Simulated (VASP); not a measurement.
# Rb: relaxation of the atoms with PBE

The system is Rb.

```
Rb
1.0
    -2.83396    2.83396    2.83396
     2.83396   -2.83396    2.83396
     2.83396    2.83396   -2.83396
Rb
1
Direct
  0.00000 0.00000 0.00000
```

```yaml
Program: VASP 6.6.1
Task: relaxation of the atoms
Functional: PBE
Potentials_or_basis: VASP PAW PBE potentials, release 64 (Rb_sv)
Cutoff: 600 eV
k_mesh: 10 × 10 × 10
Occupations: methfessel-paxton, width 0.1 eV
Spin: no spin polarisation
Further_INCAR_settings: ALGO = Fast; EDIFF = 1e-07; IBRION = 2; EDIFFG = -0.01; NSW = 40
```

```yaml
Pressure_after_relaxing: 0.0 GPa
Band_gap_on_the_k_mesh: none (metal or under the smearing width)
```

Final structure:
```
CELL_PARAMETERS angstrom
-2.83396 2.83396 2.83396
2.83396 -2.83396 2.83396
2.83396 2.83396 -2.83396
ATOMIC_POSITIONS crystal
Rb 0.00000 0.00000 0.00000
```

Levels at points of the mesh, in eV from the Fermi level:
| k point | band 3 | band 4 | band 5 | band 6 | band 7 | band 8 |
| --- | --- | --- | --- | --- | --- | --- |
| (0.00, 0.00, 0.00) | -12.95 | -12.95 | -1.98 | 3.67 | 3.67 | 3.67 |
| (0.50, 0.00, 0.00) | -12.98 | -12.95 | 0.23 | 0.77 | 2.58 | 4.25 |
| (0.50, 0.50, 0.50) | -13.02 | -13.02 | 1.25 | 1.25 | 3.24 | 3.24 |

It took 29 s on 1 thread of Intel(R) Xeon(R) Platinum 8488C (Sapphire Rapids) (shared host), peak memory 0.24 GiB.

Caveat: the relaxation stopped at its first step, so nothing moved.
